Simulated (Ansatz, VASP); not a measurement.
## SrO: VASP beside Ansatz

```
CELL_PARAMETERS angstrom
0.00000 2.56630 2.59196
2.56630 0.00000 2.59196
2.56630 2.56630 0.00000
ATOMIC_POSITIONS crystal
Sr 0.50000 0.50000 0.50000
O 0.00000 0.00000 0.00000
```

Change from the starting cell: strain = 0.01.

Alike in both runs: task single point; functional PBE; k mesh 9 × 9 × 9; occupations fermi-dirac, width 0.05 eV; no spin polarisation.

|  | VASP | Ansatz |
| --- | --- | --- |
| version | VASP 6.6.1 | Ansatz 0.2.0 |
| potentials or method | VASP PAW PBE potentials, release 64 (Sr_sv, O) | Ansatz PAW |
| plane-wave cutoff (eV) | 520 | 420 |
| valence electrons in the cell | 16 | 16 |

VASP gave:

* gap on the k mesh at the Fermi level (eV): 3.30
* least direct gap on the mesh (eV): 3.40
* pressure (GPa): 3.0
* largest component of the traceless stress (GPa): 0.91

Task: Which values does Ansatz return?

Result: gap on the k mesh at the Fermi level (eV): 3.35; least direct gap on the mesh (eV): 3.44; pressure (GPa): 2.4; largest component of the traceless stress (GPa): 0.86.

The functional is the same, so the differences come from potentials, cutoffs and numerics.

Caveats: an odd mesh through Γ misses points on the zone boundary, where band edges often lie (VASP); odd divisions of the mesh miss points on the zone boundary, where band edges often lie, so the gap on the mesh can be too wide (Ansatz); the pressure holds a Pulay correction of +0.4 GPa for the finite cutoff (Ansatz).
